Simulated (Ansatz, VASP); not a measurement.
**AlNi3: VASP beside Ansatz**

File POSCAR:

```
AlNi3
1.0
    0.0000000000      2.8018887551      2.8018887551
    2.8018887551      0.0000000000      2.8018887551
    2.8018887551      2.8018887551      0.0000000000
Al Ni
1 3
Direct
    0.5000000000      0.5000000000      0.5000000000
    0.2500000000      0.2500000000      0.2500000000
    0.0000000000      0.0000000000      0.0000000000
    0.7500000000      0.7500000000      0.7500000000
```

File INCAR.step1:

```
ALGO = Normal
EDIFF = 1E-4
ENCUT = 600
GGA = PE
ISMEAR = 0
LASPH = T
LCHARG = F
LREAL = F
LWAVE = T
NELM = 100
PREC = Accurate
SIGMA = 0.1
```

INCAR.step2

```
ALGO = Normal
EDIFF = 1E-6
EDIFFG = -0.01
ENCUT = 600
IBRION = 2
ISIF = 3
ISMEAR = 0
ISTART = 1
LASPH = T
LCHARG = F
LMIXTAU = T
LREAL = F
LWAVE = F
METAGGA = R2SCAN
NELM = 100
NSW = 80
PREC = Accurate
SIGMA = 0.1
```

KPOINTS

```
k-points
0
Gamma
  1 1 1
```

Input for Ansatz:

```yaml
crystal:
  lattice:
    - [0.0, 2.8018887551, 2.8018887551]
    - [2.8018887551, 0.0, 2.8018887551]
    - [2.8018887551, 2.8018887551, 0.0]
  atoms:
    - { symbol: Al, position: [0.5, 0.5, 0.5] }
    - { symbol: Ni, position: [0.25, 0.25, 0.25] }
    - { symbol: Ni, position: [0.0, 0.0, 0.0] }
    - { symbol: Ni, position: [0.75, 0.75, 0.75] }
basis:
  ecutwfc: 500
kpoints:
  mp_grid: { grid: [1, 1, 1] }
hamiltonian:
  xc: r2scan
scf:
  occupations: { method: gaussian, width: 0.1 }
output:
  forces: true
  stress: true
  eigenvalues: true
relax:
  adjacent_minimum: "off"
  f_tol: 0.01
  max_steps: 60
  cell: { stress_tol: 0.05 }
```

Alike in both runs: task relaxation of cell and atoms; functional r2SCAN; k mesh 1 × 1 × 1; occupations gaussian, width 0.1 eV; no spin polarisation.

```csv
,VASP,Ansatz
version,VASP 6.6.1,Ansatz 0.2.0
potentials or method,"VASP PAW PBE potentials, release 64 (Al, Ni)","scalar-relativistic, plane waves, PAW"
plane-wave cutoff (eV),600,500
valence electrons in the cell,33,57
```

|  | VASP | Ansatz | Ansatz less VASP |
| --- | --- | --- | --- |
| relaxed volume (Å³/atom) | 11.21 | 11.21 | -0.003 |
| relaxed cell length with the largest relative difference (Å) | 3.988 | 3.988 | -0.0004 |
| energy change over the relaxation (meV/atom) | -2 | -2 | +0.3 |

The two sets of potentials don't hold the same shells in valence.

Caveats: the k mesh is coarse (spacing up to 1.94 Å⁻¹), so the values aren't converged; the PAW data sets were made with another functional, which shifts forces and pressure a little (VASP). Spin polarisation is off, so any magnetic state and its effect on volume and gap are missing.
